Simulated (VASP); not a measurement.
Here is a VASP 6.6.1 calculation.

The input run.py:

```python
from ase.calculators.vasp import Vasp
from ase.dft.bandgap import bandgap
from ase.io import read

atoms = read('P.xyz')
calc = Vasp(
    directory='calc',
    xc='pbesol',
    pp='PBE',
    setups='recommended',
    prec='Accurate',
    encut=520,
    ediff=1e-06,
    ismear=-1,
    sigma=0.1,
    lreal=False,
    lasph=True,
    nelm=100,
    algo='Fast',
    isif=2,
    lwave=False,
    lcharg=False,
    ivdw=13,
    kpts=[12, 12, 11],
    gamma=True,
    nbands=8,
)
atoms.calc = calc

print('energy (eV):', atoms.get_potential_energy())
print('free energy (eV):', atoms.get_potential_energy(force_consistent=True))
print('forces (eV/A):')
print(atoms.get_forces())
print('stress (eV/A^3, Voigt):', atoms.get_stress())
print('Fermi level (eV):', calc.get_fermi_level())
gap, top, bottom = bandgap(calc)
print('band gap (eV):', gap, 'from (spin, k, band)', top, 'to', bottom)
```

The input P.xyz:

```xyz
1
Lattice="2.6350100000 0.0000000000 0.0000000000 -1.3175100000 2.2819900000 0.0000000000 0.0000000000 0.0000000000 2.4492600000" Properties=species:S:1:pos:R:3 pbc="T T T"
P      0.0000000000      0.0000000000      0.0000000000
```

Potentials or basis: VASP PAW PBE potentials, release 64 (P).

Run with:

```bash
$ python run.py
```

Q: Estimate the pressure.

A: -6.5 GPa.

Q: What does it give for the band gap on the k mesh?

A: None (metal or under the smearing width).

Stress tensor (GPa, compression positive):
```
-8.91  0.00  0.00
 0.00 -8.91  0.00
 0.00  0.00 -1.79
```

Caveat: the PAW data sets were made with another functional, which shifts forces and pressure a little; pairwise dispersion overbinds metals, which lowers pressure and volume.
